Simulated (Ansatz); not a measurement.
Theory: DFT PBE, scalar-relativistic, plane waves, PAW (Ansatz). Settings: cutoff 420 eV, Γ-centred meshes spaced at most about 0.3 Å⁻¹, and about 0.25 Å⁻¹ or finer for metals (2π included), Gaussian smearing. Spin is collinear.

Each guess is relaxed in cell and atoms at zero pressure, on a coarse mesh first where it starts far from rest and then on a converged one. The steps can't lower the symmetry of the start, but it can rise. Energies are static (0 K, no zero-point motion).

Two unrelaxed guesses for MnSi:

A. (collinear spin from parallel moments)

```cif
data_structure
_symmetry_space_group_name_H-M 'Fm-3m'
_symmetry_Int_Tables_number 225
_cell_length_a 4.8728
_cell_length_b 4.8728
_cell_length_c 4.8728
_cell_angle_alpha 90.000
_cell_angle_beta 90.000
_cell_angle_gamma 90.000
_cell_volume 115.70
loop_
_atom_site_label
_atom_site_type_symbol
_atom_site_symmetry_multiplicity
_atom_site_Wyckoff_symbol
_atom_site_fract_x
_atom_site_fract_y
_atom_site_fract_z
_atom_site_occupancy
Mn1 Mn 4 a 0.00000 0.00000 0.00000 1
Si1 Si 4 b 0.50000 0.00000 0.00000 1
```

B. (collinear spin from parallel moments)

```cif
data_structure
_symmetry_space_group_name_H-M 'I4/mmm'
_symmetry_Int_Tables_number 139
_cell_length_a 3.8651
_cell_length_b 3.8651
_cell_length_c 4.5860
_cell_angle_alpha 90.000
_cell_angle_beta 90.000
_cell_angle_gamma 90.000
_cell_volume 68.51
loop_
_atom_site_label
_atom_site_type_symbol
_atom_site_symmetry_multiplicity
_atom_site_Wyckoff_symbol
_atom_site_fract_x
_atom_site_fract_y
_atom_site_fract_z
_atom_site_occupancy
Mn1 Mn 2 b 0.00000 0.00000 0.50000 1
Si1 Si 2 a 0.00000 0.00000 0.00000 1
```

**Question.** Do they relax into the same structure? If not, which is lower?

**Answer.** Yes. Both fall into one structure. A: Fm-3m at 14.5 Å³/atom → Fm-3m (rock salt type) at 14.2 Å³/atom; B: I4/mmm at 17.1 Å³/atom → Fm-3m (rock salt type) at 14.2 Å³/atom. Conventional cell: a = 4.846 Å. Around Mn lie 6 Si at 2.42 Å; Si has 6 Mn at 2.42 Å.

```
Mn Si
1.0
     0.00000    2.42325    2.42325
     2.42325    0.00000    2.42325
     2.42325    2.42325    0.00000
Mn Si
1 1
Direct
  0.50000 0.50000 0.50000
  0.00000 0.00000 0.00000
```

Ends held by symmetry can be saddle points. This end isn't the lowest form computed: that has the FeSi (B20) type, space group P2_13 (No. 198), is reached from a cell as deposited in COD and lies 0.61 eV/atom below it. Even the lowest of the cells shown lies +0.16 eV/atom against the elements. Another magnetic order may lie lower. Some candidate types were left out of the draw beforehand, so a known form may be missing.
